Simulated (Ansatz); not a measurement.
Random displacements in InSe

These are results of DFT PBE, scalar-relativistic, plane waves, PAW in Ansatz 0.2.0, not measurements. Cutoff 420 eV, Γ-centred 12×12×4 k-points, Gaussian smearing of 0.15 eV. No spin polarisation. Energies are free energies at this smearing, counted from the undisturbed cell; pressure is positive in compression.

Zero of the scan (as given, not relaxed at this level):

```xyz
8
Lattice="4.0500 0.0000 0.0000 -2.0250 3.5074 0.0000 0.0000 0.0000 16.9300" Properties=species:S:1:pos:R:3 pbc="T T T"
In    0.0000    2.3383    2.6580
In    2.0250    1.1691   11.1230
In    0.0000    2.3383    5.8070
In    2.0250    1.1691   14.2720
Se    0.0000    2.3383   10.1919
Se    2.0250    1.1691    1.7269
Se    0.0000    2.3383   15.2031
Se    2.0250    1.1691    6.7381
```

The cell holds layers and no dispersion correction was added, so their binding is poorly described.

The atoms are displaced (Å, in the unstrained cell):

| atom | ux | uy | uz |
| --- | --- | --- | --- |
| In1 | 0.025 | -0.308 | -0.021 |
| In2 | -0.189 | 0.065 | 0.001 |
| In3 | 0.189 | 0.186 | 0.017 |
| In4 | -0.033 | -0.057 | 0.090 |
| Se5 | -0.073 | 0.377 | 0.181 |
| Se6 | 0.241 | -0.298 | -0.140 |
| Se7 | 0.028 | 0.009 | -0.123 |
| Se8 | -0.187 | 0.025 | -0.005 |

Strain (Voigt, engineering shear): (-0.0027, 0.0010, -0.0114, 0.0100, 0.0285, -0.0005).

What are the energy change, the stress and the forces?

ΔE = 334.1 meV/atom; stress (xx, yy, zz, yz, xz, xy; compression positive) (11.44, 22.59, 3.42, 2.63, 1.96, -3.21) GPa.
| atom | Fx (eV/Å) | Fy | Fz |
| --- | --- | --- | --- |
| In1 | 1.52 | 0.57 | 2.73 |
| In2 | 0.39 | 5.85 | 4.70 |
| In3 | -2.58 | -0.51 | -3.99 |
| In4 | 0.91 | 1.06 | -3.59 |
| Se5 | -0.22 | -6.05 | -3.90 |
| Se6 | -1.53 | -0.23 | -1.84 |
| Se7 | -1.06 | -0.89 | 2.76 |
| Se8 | 2.57 | 0.20 | 3.13 |

Cost: 1 run of about 3.2 core-minutes, on Intel Xeon 6975P-C (Granite Rapids) (shared hosts).